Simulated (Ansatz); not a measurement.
CaF2 (Fluorite): single point with PBE

CaF2 (Fluorite):

```xyz
3
Lattice="0.0000 2.7310 2.7310 2.7310 0.0000 2.7310 2.7310 2.7310 0.0000" Properties=species:S:1:pos:R:3 pbc="T T T"
Ca    0.0000    0.0000    0.0000
F     4.0965    4.0965    4.0965
F     1.3655    1.3655    1.3655
```

| Item | Value |
| --- | --- |
| Program | Ansatz 0.2.0 |
| Task | single point |
| Functional | PBE |
| Potentials or basis | Ansatz PAW |
| Cutoff | 420 eV (not typed: the program's choice for these potentials) |
| k mesh | 8 × 8 × 8 |
| Occupations | gaussian, width 0.05 eV |
| Spin | no spin polarisation |

* Pressure: 2.2 GPa
* Band gap on the k mesh: 7.30 eV, indirect (least direct gap 7.56 eV)

Levels at points of the mesh, in eV from the valence-band top:
| k point | band 8 | band 9 | band 10 | band 11 | band 12 | band 13 | band 14 | band 15 | band 16 |
| --- | --- | --- | --- | --- | --- | --- | --- | --- | --- |
| (0.00, 0.00, 0.00) | -2.10 | -2.10 | -0.25 | -0.25 | -0.25 | 7.30 | 9.17 | 9.17 | 11.23 |
| (0.00, 0.00, -0.50) | -1.51 | -1.28 | -1.24 | -0.84 | -0.84 | 9.39 | 9.39 | 9.75 | 10.74 |
| (0.00, -0.50, -0.50) | -1.65 | -1.65 | -0.36 | -0.36 | 0.00 | 8.13 | 9.52 | 10.08 | 10.87 |

It took 0.93 s on 2 threads of Arm Neoverse V1 (shared host), peak memory 0.28 GiB.

Caveat: the pressure holds a Pulay correction of +0.6 GPa for the finite cutoff. A k mesh can miss the band edges.
